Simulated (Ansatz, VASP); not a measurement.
## Two plane-wave programs on BaH2

Contents of INCAR:

```
SYSTEM = BaH2
PREC = Accurate ; ENCUT = 520
EDIFF = 1E-7 ; ISMEAR = -1
SIGMA = 0.05 ; LREAL = .FALSE.
LASPH = .TRUE. ; NELM = 100
ALGO = Normal ; ISIF = 2
LWAVE = .FALSE. ; LCHARG = .FALSE.
GGA = PS ; NBANDS = 21
KPAR = 2
```

Contents of KPOINTS:

```
Automatic mesh
0
G
  7 7 5
  0 0 0
```

Contents of POSCAR:

```
BaH2
1.0
    4.4915757483      0.0000000000      0.0000000000
   -2.2457878742      3.8898187011      0.0000000000
    0.0000000000      0.0000000000      6.0953950341
Ba H
2 4
Direct
    0.3333333333      0.6666666667      0.2500000000
    0.6666666667      0.3333333333      0.7500000000
    0.0000000000      0.0000000000      0.0000000000
    0.0000000000      0.0000000000      0.5000000000
    0.6666666667      0.3333333333      0.2500000000
    0.3333333333      0.6666666667      0.7500000000
```

Contents of input.yaml:

```yaml
crystal:
  lattice:
    - [4.4915757483, 0.0, 0.0]
    - [-2.2457878742, 3.8898187011, 0.0]
    - [0.0, 0.0, 6.0953950341]
  atoms:
    - { symbol: Ba, position: [0.3333333333, 0.6666666667, 0.25] }
    - { symbol: Ba, position: [0.6666666667, 0.3333333333, 0.75] }
    - { symbol: H, position: [0.0, 0.0, 0.0] }
    - { symbol: H, position: [0.0, 0.0, 0.5] }
    - { symbol: H, position: [0.6666666667, 0.3333333333, 0.25] }
    - { symbol: H, position: [0.3333333333, 0.6666666667, 0.75] }
hamiltonian:
  xc: pbesol
  pseudopotentials: { kind: paw }
kpoints:
  mp_grid: { grid: [7, 7, 5] }
scf:
  occupations: { method: fermi_dirac, width: 0.05 }
output:
  forces: true
  stress: true
  eigenvalues: true
```

Change from the starting cell: volume scaled by 1.02.

Alike in both runs: task single point; functional PBEsol; k mesh 7 × 7 × 5; occupations fermi-dirac, width 0.05 eV; no spin polarisation.

```csv
,VASP,Ansatz
version,VASP 6.6.1,Ansatz 0.2.0
potentials or method,"VASP PAW PBE potentials, release 64 (Ba_sv, H)",Ansatz PAW
plane-wave cutoff (eV),520,420
valence electrons in the cell,24,24
```

|  | VASP | Ansatz | Ansatz less VASP |
| --- | --- | --- | --- |
| gap on the k mesh at the Fermi level (eV) | 1.65 | 1.77 | +0.121 |
| least direct gap on the mesh (eV) | 2.50 | 2.64 | +0.137 |
| pressure (GPa) | -2.3 | -2.9 | -0.53 |
| largest component of the traceless stress (GPa) | 0.20 | 0.27 | +0.073 |

Caveats: spin-orbit coupling is left out, which moves the levels of the heavy elements; the PAW data sets were made with another functional, which shifts forces and pressure a little (VASP); an odd mesh through Γ misses points on the zone boundary, where band edges often lie (VASP); odd divisions of the mesh miss points on the zone boundary, where band edges often lie, so the gap on the mesh can be too wide (Ansatz); the PAW data sets come from PBE, with cores solved anew for the run's functional, which leaves a small shift of forces and pressure (Ansatz).
